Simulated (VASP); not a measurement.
A run of VASP 6.6.1:

The input INCAR:

```
  PREC = Accurate
  ENCUT = 520
  EDIFF = 1E-6
  ISMEAR = 0
  SIGMA = 0.02
  LREAL = F
  LASPH = T
  NELM = 60
  ALGO = Normal
  ISIF = 2
  LWAVE = F
  LCHARG = T
  GGA = PE
  LVHAR = T
  KPAR = 8
```

File KPOINTS:

```
regular mesh
0
Gamma
  8 5 5
```

Contents of POSCAR:

```
SiC                                     
1.0
    3.0865822896      0.0000000000      0.0000000000
    0.0000000000      5.0002633091      0.0000000000
    0.0000000000      0.0000000000      5.3636727362
  Si              C             
     4     4
Direct
     0.0000000000000000    0.9997116655440712    0.3334711040516070
     0.5000000000000000    0.9997116655440712    0.8334711040516070
     0.5000000000000000    0.4997116655440713    0.1665288959483931
     0.0000000000000000    0.4997116655440713    0.6665288959483930
     1.0000000000000000    0.6222883344559287    0.3335010745401200
     0.5000000000000000    0.6222883344559287    0.8335010745401201
     0.5000000000000000    0.1222883344559286    0.1664989254598800
     0.0000000000000000    0.1222883344559286    0.6664989254598799
```

Potentials or basis: VASP PAW PBE potentials, release 64 (Si, C).

Launch:

```bash
$ cat potpaw_PBE.64/Si/POTCAR potpaw_PBE.64/C/POTCAR > POTCAR
$ mpirun -np 8 vasp_std > vasp.out
```

Hardware: 8 MPI ranks on Intel(R) Xeon(R) Platinum 8488C (Sapphire Rapids), on a shared host.

Problem. How long does it take, and how much memory?

Solution. It took 10 s on 8 MPI ranks on Intel(R) Xeon(R) Platinum 8488C (Sapphire Rapids) (shared host), peak memory 0.23 GiB a rank. Counts: scf iterations 13, k points 45.
